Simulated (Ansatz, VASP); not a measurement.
**Sc4Al: VASP beside Ansatz**

```
Sc Al
1.0
     3.25911    0.00000    0.00000
    -1.62955    2.82247    0.00000
     0.00000    0.00000   25.21612
Sc Al
8 2
Direct
  0.33333 0.66667 0.65623
  0.33333 0.66667 0.84377
  0.33333 0.66667 0.05129
  0.33333 0.66667 0.44871
  0.66667 0.33333 0.94871
  0.66667 0.33333 0.15623
  0.66667 0.33333 0.34377
  0.66667 0.33333 0.55129
  0.33333 0.66667 0.25000
  0.66667 0.33333 0.75000
```

Alike in both runs: functional PBE; k mesh 6 × 6 × 1; occupations gaussian, width 0.1 eV; no spin polarisation.

Ansatz relaxed the structure, and its values are those at the end. VASP's run is a single point on that final structure, the one shown.

```csv
,VASP,Ansatz
version,VASP 6.6.1,Ansatz 0.2.0
potentials or method,"VASP PAW PBE potentials, release 64 (Sc_sv, Al)","scalar-relativistic, plane waves, PAW"
plane-wave cutoff (eV),520,420
valence electrons in the cell,94,94
```

|  | VASP | Ansatz | Ansatz less VASP |
| --- | --- | --- | --- |
| gap on the k mesh at the Fermi level (eV) | none | none | - |
| pressure (GPa) | 0.2 | 0.2 | -0.04 |
| rms of the force components (eV/Å) | 0.005 | 0.005 | 0.0000 |

A gap of «none» marks a metal or a gap that the smearing closes. The functional is the same, so the differences come from potentials, cutoffs and numerics.

Caveats: the k mesh is coarse (spacing up to 0.37 Å⁻¹), so the values aren't converged.
